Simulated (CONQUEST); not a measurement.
Runs of CONQUEST 1.3 on TiTe2. Symmetry: P-3m1, No. 164, trigonal system. The conventional cell has a = 3.777 Å, b = 3.777 Å, c = 6.498 Å, α = 90.00°, β = 90.00°, γ = 120.00°. Te (site symmetry 3m) has 3 Ti at 2.77 Å as nearest neighbours. Ti (site symmetry -3m) is surrounded by 6 Te at 2.77 Å. 

| task | level | potentials or basis | cell | k mesh | smearing | gap on the mesh (eV) | pressure (GPa) | largest force (eV/Å) |
| --- | --- | --- | --- | --- | --- | --- | --- | --- |
| single point | PBE | PseudoDojo NC PBE, DZP, grid cutoff 150 Ha | atoms moved at random, drawn with an rms of 0.05 Å | 7 × 4 × 4 | fermi-dirac 0.05 eV | none | 2.3 | 0.29 |
| single point | LDA-GTH | PseudoDojo NC LDA, SZ, grid cutoff 150 Ha | as given | 6 × 4 × 4 | fermi-dirac 0.027 eV | none | 0.2 | (a) |
| density of states | revPBE | PseudoDojo NC PBE, DZP, grid cutoff 120 Ha | atoms moved at random, drawn with an rms of 0.1 Å | 5 × 3 × 3 | fermi-dirac 0.05 eV | none | - | - |
| density of states | LDA-VWN | PseudoDojo NC LDA, DZP, grid cutoff 100 Ha | atoms moved at random, drawn with an rms of 0.1 Å | 6 × 4 × 4 | fermi-dirac 0.027 eV | none | - | - |

Alike in all rows: no spin polarisation.

Fill in the values left out.

(a) 0.15.

Caveats: the basis of atomic orbitals isn't converged, which shifts pressures, moduli and gaps; the box holds several primitive cells, so bands are folded and the points are those of the box's own zone (some runs); the atomic basis is small (some runs); the potentials were made for another functional, which shifts forces and pressure (some runs).

A k mesh can miss the band edges, and the runs leave out spin-orbit coupling on Te.

A gap of «none» marks a metal or a gap under the smearing width.
